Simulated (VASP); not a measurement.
# Ir in VASP: work function with PBEsol

Aim: the work function of Ir with PBEsol.

All numbers are computed with VASP 6.6.1; they aren't measurements. Logs are shortened: lines on timing, memory, paths and dates and some standing lists are left out, and cuts for length are marked.

### 1 Starting point

The cell holds a slab with vacuum, 7 atoms: a = 3.840 Å, b = 2.715 Å, c = 24.146 Å, α = 90.00°, β = 90.00°, γ = 90.00°.

The cell was built by a generator and needn't be a form met in nature.

### 2 Work function, PBEsol, spin-orbit coupling, no magnetisation

File INCAR:

```
PREC = Accurate ; ENCUT = 520
EDIFF = 1E-6 ; ISMEAR = 1
SIGMA = 0.1 ; LREAL = False
LASPH = True ; NELM = 100
ALGO = Fast ; ISIF = 2
LWAVE = False ; LCHARG = False
MAGMOM = 0 0 0 0 0 0 0 0 0 0 0 0 0 0 0 0 0 0 0 0 0 ; LORBIT = 11
LSORBIT = True ; GGA_COMPAT = False
LMAXMIX = 4 ; LDIPOL = True
IDIPOL = 3 ; DIPOL = 0.5 0.5 0.500
GGA = PS ; LVHAR = True
LVACPOTAV = True
```

File KPOINTS:

```
Automatic mesh
0
Gamma
  8 10 1
```

File POSCAR:

```
Ir
1.0
    3.8400000000      0.0000000000      0.0000000000
    0.0000000000      2.7152900400      0.0000000000
    0.0000000000      0.0000000000     24.1458701180
Ir
7
Direct
    0.0000000000      0.0000000000      0.3313195988
    0.5000000000      0.5000000000      0.3875463992
    0.0000000000      0.0000000000      0.4437731996
    0.5000000000      0.5000000000      0.5000000000
    0.0000000000      0.0000000000      0.5562268004
    0.5000000000      0.5000000000      0.6124536008
    0.0000000000      0.0000000000      0.6686804012
```

Potentials or basis: VASP PAW PBE potentials, release 64 (Ir).

Run with:

```bash
cat potpaw_PBE.64/Ir/POTCAR > POTCAR
mpirun -np 1 vasp_ncl > vasp.out
```

OUTCAR:

```text
PREC = Accurate
   ENCUT = 520
   EDIFF = 1E-6
   ISMEAR = 1
   LREAL = False
   LASPH = True
   NELM = 100
   ISIF = 2
   LORBIT = 11
   LSORBIT = True
   GGA = PS

 ion  position               nearest neighbor table
   1  0.000  0.000  0.331-   3 2.72   2 2.72   2 2.72   2 2.72   2 2.72
   2  0.500  0.500  0.388-   4 2.72   1 2.72   1 2.72   1 2.72   1 2.72   3 2.72   3 2.72   3 2.72
                             3 2.72
   3  0.000  0.000  0.444-   5 2.72   1 2.72   4 2.72   4 2.72   4 2.72   4 2.72   2 2.72   2 2.72
                             2 2.72   2 2.72
   4  0.500  0.500  0.500-   2 2.72   6 2.72   5 2.72   3 2.72   3 2.72   5 2.72   3 2.72   5 2.72
                             3 2.72   5 2.72
   5  0.000  0.000  0.556-   3 2.72   7 2.72   4 2.72   4 2.72   4 2.72   4 2.72   6 2.72   6 2.72
                             6 2.72   6 2.72
   6  0.500  0.500  0.612-   4 2.72   7 2.72   7 2.72   7 2.72   7 2.72   5 2.72   5 2.72   5 2.72
                             5 2.72
   7  0.000  0.000  0.669-   5 2.72   6 2.72   6 2.72   6 2.72   6 2.72

  LATTYP: Found a simple orthorhombic cell.
 ALAT       =     2.7152900400
 B/A-ratio  =     1.4142135622
 C/A-ratio  =     8.8925565086

  Lattice vectors:

 A1 = (   0.0000000000,  -2.7152900400,   0.0000000000)
 A2 = (   3.8400000000,   0.0000000000,   0.0000000000)
 A3 = (   0.0000000000,   0.0000000000,  24.1458701180)

Analysis of symmetry for initial positions (statically):
=====================================================================
 Subroutine PRICEL returns:
 Original cell was already a primitive cell.

 Routine SETGRP: Setting up the symmetry group for a
 simple orthorhombic supercell.

 Subroutine GETGRP returns: Found  8 space group operations
 (whereof  8 operations were pure point group operations)
 out of a pool of  8 trial point group operations.

The static configuration has the point symmetry D_2h.

Analysis of symmetry for dynamics (positions and initial velocities):
=====================================================================
 Subroutine PRICEL returns:
 Original cell was already a primitive cell.

 Routine SETGRP: Setting up the symmetry group for a
 simple orthorhombic supercell.

 Subroutine GETGRP returns: Found  8 space group operations
 (whereof  8 operations were pure point group operations)
 out of a pool of  8 trial point group operations.

The dynamic configuration has the point symmetry D_2h.

Analysis of structural, dynamic, and magnetic symmetry:
=====================================================================
 Subroutine PRICEL returns:
 Original cell was already a primitive cell.

 Routine SETGRP: Setting up the symmetry group for a
 simple orthorhombic supercell.

 Subroutine GETGRP returns: Found  8 space group operations
 (whereof  8 operations were pure point group operations)
 out of a pool of  8 trial point group operations.

The overall configuration has the point symmetry D_2h.

 Subroutine INISYM returns: Found  8 space group operations
 (whereof  8 operations are pure point group operations),
 and found     1 'primitive' translations

----------------------------------------------------------------------------------------

                                     Primitive cell

  volume of cell :     251.7621

  direct lattice vectors                    reciprocal lattice vectors
     3.840000000  0.000000000  0.000000000     0.260416667  0.000000000  0.000000000
     0.000000000  2.715290040  0.000000000     0.000000000  0.368284782  0.000000000
     0.000000000  0.000000000 24.145870118     0.000000000  0.000000000  0.041414950

  length of vectors
     3.840000000  2.715290040 24.145870118     0.260416667  0.368284782  0.041414950

  position of ions in fractional coordinates (direct lattice)
     0.000000000  0.000000000  0.331319599
     0.500000000  0.500000000  0.387546399
     0.000000000  0.000000000  0.443773200
     0.500000000  0.500000000  0.500000000
     0.000000000  0.000000000  0.556226800
     0.500000000  0.500000000  0.612453601
     0.000000000  0.000000000  0.668680401

  ion indices of the primitive-cell ions
   primitive index   ion index
                 1           1
                 2           2
                 3           3
                 4           4
                 5           5
                 6           6
                 7           7

----------------------------------------------------------------------------------------

 KPOINTS: Automatic mesh

Automatic generation of k-mesh.
[... 74 lines left out ...]
   POTIM  = 0.5000    time-step for ionic-motion
   TEBEG  =    0.0;   TEEND  =   0.0 temperature during run
   PSTRESS=    0.0 pullay stress
   NELECT =      63.0000    total number of electrons
   NUPDOWN=      -1.0000    fix difference up-down
   EMIN   =  10.00;   EMAX   =-10.00  energy-range for DOS
   EFERMI =   0.00;   METHOD = LEGACY
   ISMEAR =     1;   SIGMA  =   0.10  broadening in eV -4-tet -1-fermi 0-gaus
   EFERMI_NEDOS =   21; number of points for ismear=-14 and -15
   IALGO  =     68    algorithm
   IMIX   =      4    mixing-type and parameters
     AMIX     =   0.40;   BMIX     =  1.00
     AMIX_MAG =   1.60;   BMIX_MAG =  1.00
  volume/ion in A,a.u.               =      35.97       242.71
  Fermi-wavevector in a.u.,A,eV,Ry     =   1.031632  1.949502 14.480206  1.064265
  Thomas-Fermi vector in A             =   2.165790
   LORBIT       =     11    0 simple, 1 ext, 2 COOP (PROOUT), +10 PAW based schemes
   GGA     = PS    functional components
   LHFCALC =     F    Hartree Fock is set to
   AEXX    =    0.0000 exact exchange contribution
   IVDW    =     0    specifies the selected vdW correction
   LEPSILON=     F    determine dielectric tensor
   LRPA    =     F    only Hartree local field effects (RPA)
 RMM-DIIS sequential band-by-band and
 Methfessel and Paxton  Order N= 1 SIGMA  =   0.10
  energy-cutoff  :      520.00
  volume of cell :      251.76
 maximum number of plane-waves:     13652
 NGX is ok and might be reduce to    30
   NGX = 15   NGY = 11   NGZ = 89

 number of electron      62.9999996 magnetization       0.0000000      0.0000000      0.0000000

 dipolmoment           0.000000      0.000000     -0.000000 electrons x Angstroem

 number of electron      62.9999996 magnetization       0.0000000      0.0000000     -0.0000000

 number of electron      62.9999996 magnetization       0.0000000     -0.0000000     -0.0000000

 dipolmoment           0.000000      0.000000      0.000000 electrons x Angstroem

 Free energy of the ion-electron system (eV)
  ---------------------------------------------------
  ext. energy  EPLUGINS =         0.00000000
  ---------------------------------------------------
  free energy    TOTEN  =       -66.91506324 eV

  energy without entropy =      -66.91540173  energy(sigma->0) =      -66.91517607

 E-fermi :   0.8584     XC(G=0):  -6.4681

 val. band max:        0.8494381403   @ k =   0.0000   0.1000   0.0000
 cond. band min:       0.8609958260   @ k =   0.5000   0.4000   0.0000
 fundamental gap:      0.0115576857
 Fermi energy:         0.8584191384

 k-point     1 :       0.0000    0.0000    0.0000
  band No.  band energies     occupation
      1      -9.7448      1.00000
      2      -9.7448      1.00000
      3      -8.3010      1.00000
      4      -8.3010      1.00000
      5      -6.7061      1.00000
      6      -6.7061      1.00000
[... 1837 lines left out ...]
     73       3.0176      0.00000
     74       3.7687      0.00000

 [... further k-points ...]
[... 5 lines left out ...]
  --------------------------------------------------------------------------------------
  -------------------------------------------------------------------------------------
  Total       -7.3412000     -9.0575252     -7.3703140     -0.0000000      0.0000000      0.0000000
  in kB      -46.7183316    -57.6407766    -46.9036090     -0.0000000      0.0000000      0.0000000
  external PRESSURE =     -50.4209057 kB  Pullay stress =       0.0000000 kB

 VOLUME and BASIS-vectors are now :
 -----------------------------------------------------------------------------
  energy-cutoff  :      520.00
  volume of cell :      251.76
      direct lattice vectors                 reciprocal lattice vectors
     3.840000000  0.000000000  0.000000000     0.260416667  0.000000000  0.000000000
     0.000000000  2.715290040  0.000000000     0.000000000  0.368284782  0.000000000
     0.000000000  0.000000000 24.145870118     0.000000000  0.000000000  0.041414950

 POSITION                                       TOTAL-FORCE (eV/Angst)
 -----------------------------------------------------------------------------------
      0.00000      0.00000      8.00000         0.000000     -0.000000      1.552176
      1.92000      1.35765      9.35765         0.000000     -0.000000     -0.946635
      0.00000      0.00000     10.71529         0.000000     -0.000000     -0.067711
      1.92000      1.35765     12.07294         0.000000     -0.000000      0.000000
      0.00000      0.00000     13.43058        -0.000000      0.000000      0.067711
      1.92000      1.35765     14.78823         0.000000     -0.000000      0.946635
      0.00000      0.00000     16.14587         0.000000     -0.000000     -1.552176
 -----------------------------------------------------------------------------------
    total drift:                                0.000000      0.000000      0.000000

  FREE ENERGIE OF THE ION-ELECTRON SYSTEM (eV)
  ---------------------------------------------------
  free  energy   TOTEN  =       -66.9150632382 eV

  energy  without entropy=      -66.9154017268  energy(sigma->0) =      -66.91517607

 vacuum level on the upper side and lower side of the slab         6.014         6.014

 Spin-Orbit-Coupling matrix elements

 Ion:    1  E_soc:     -0.8925593
 l=   1
     0.0000000    -0.0327061    -0.0348935
    -0.0327061     0.0000000    -0.0266835
    -0.0348935    -0.0266835     0.0000000
 l=   2
     0.0000000    -0.0246297     0.0000000    -0.0203622    -0.0802765
    -0.0246297     0.0000000    -0.0707508    -0.0247765    -0.0235455
     0.0000000    -0.0707508     0.0000000    -0.0814824     0.0000000
    -0.0203622    -0.0247765    -0.0814824     0.0000000    -0.0261729
    -0.0802765    -0.0235455     0.0000000    -0.0261729     0.0000000
 l=   3
     0.0000000     0.0000000     0.0000000     0.0000000     0.0000000     0.0000000     0.0000000
     0.0000000     0.0000000     0.0000000     0.0000000     0.0000000     0.0000000     0.0000000
     0.0000000     0.0000000     0.0000000     0.0000000     0.0000000     0.0000000     0.0000000
     0.0000000     0.0000000     0.0000000     0.0000000     0.0000000     0.0000000     0.0000000
[... 109 lines left out ...]
 l=   2
     0.0000000    -0.0246297     0.0000000    -0.0203622    -0.0802765
    -0.0246297     0.0000000    -0.0707508    -0.0247765    -0.0235455
     0.0000000    -0.0707508     0.0000000    -0.0814824     0.0000000
    -0.0203622    -0.0247765    -0.0814824     0.0000000    -0.0261729
    -0.0802765    -0.0235455     0.0000000    -0.0261729     0.0000000
 l=   3
     0.0000000     0.0000000     0.0000000     0.0000000     0.0000000     0.0000000     0.0000000
     0.0000000     0.0000000     0.0000000     0.0000000     0.0000000     0.0000000     0.0000000
     0.0000000     0.0000000     0.0000000     0.0000000     0.0000000     0.0000000     0.0000000
     0.0000000     0.0000000     0.0000000     0.0000000     0.0000000     0.0000000     0.0000000
     0.0000000     0.0000000     0.0000000     0.0000000     0.0000000     0.0000000     0.0000000
     0.0000000     0.0000000     0.0000000     0.0000000     0.0000000     0.0000000     0.0000000
     0.0000000     0.0000000     0.0000000     0.0000000     0.0000000     0.0000000     0.0000000

 total charge

# of ion       s       p       d       tot
------------------------------------------
    1        0.632   0.455   6.900   7.987
    2        0.664   0.710   6.889   8.264
    3        0.671   0.748   6.947   8.367
    4        0.670   0.744   6.970   8.385
    5        0.671   0.748   6.947   8.367
    6        0.664   0.710   6.889   8.264
    7        0.632   0.455   6.900   7.987
--------------------------------------------------
tot          4.605   4.571  48.444  57.620

 magnetization (x)

# of ion       s       p       d       tot
------------------------------------------
    1        0.000   0.000   0.000   0.000
    2        0.000   0.000   0.000   0.000
    3        0.000   0.000   0.000   0.000
    4        0.000   0.000   0.000   0.000
    5        0.000   0.000   0.000   0.000
    6        0.000   0.000   0.000   0.000
    7        0.000   0.000   0.000   0.000
--------------------------------------------------
tot          0.000   0.000   0.000   0.000

 magnetization (y)

# of ion       s       p       d       tot
------------------------------------------
    1        0.000   0.000   0.000   0.000
    2        0.000   0.000   0.000   0.000
    3        0.000   0.000   0.000   0.000
    4        0.000   0.000   0.000   0.000
    5        0.000   0.000   0.000   0.000
    6        0.000   0.000   0.000   0.000
    7        0.000   0.000   0.000   0.000
--------------------------------------------------
tot          0.000   0.000   0.000   0.000

 magnetization (z)

# of ion       s       p       d       tot
------------------------------------------
    1        0.000  -0.000   0.000  -0.000
    2       -0.000   0.000  -0.000  -0.000
    3        0.000  -0.000   0.000  -0.000
    4        0.000   0.000   0.000   0.000
    5       -0.000  -0.000  -0.000  -0.000
    6       -0.000   0.000   0.000  -0.000
    7        0.000  -0.000   0.000  -0.000
--------------------------------------------------
tot         -0.000  -0.000  -0.000  -0.000
```

It took 1.7 h on 1 thread of Intel Xeon Platinum 8175M at 2.50GHz (Skylake/Cascade Lake), shared host; peak memory 1.2 GiB.

Results:

```
Free energy                                           : -66.9151 eV
Largest force                                         : 1.552 eV/Å
Valence electrons inside the program's atomic spheres : Ir 7.99, 8.26, 8.37, 8.38
Work function of the upper face                       : 5.16 eV
Work function of the lower face                       : 5.16 eV
```

Forces on the atoms (eV/Å):
```
Ir   0.000  0.000  1.552
Ir   0.000  0.000 -0.947
Ir   0.000  0.000 -0.068
Ir   0.000  0.000  0.000
Ir   0.000  0.000  0.068
Ir   0.000  0.000  0.947
Ir   0.000  0.000 -1.552
```

Caveat: the PAW data sets were made with another functional, which shifts forces and pressure a little.
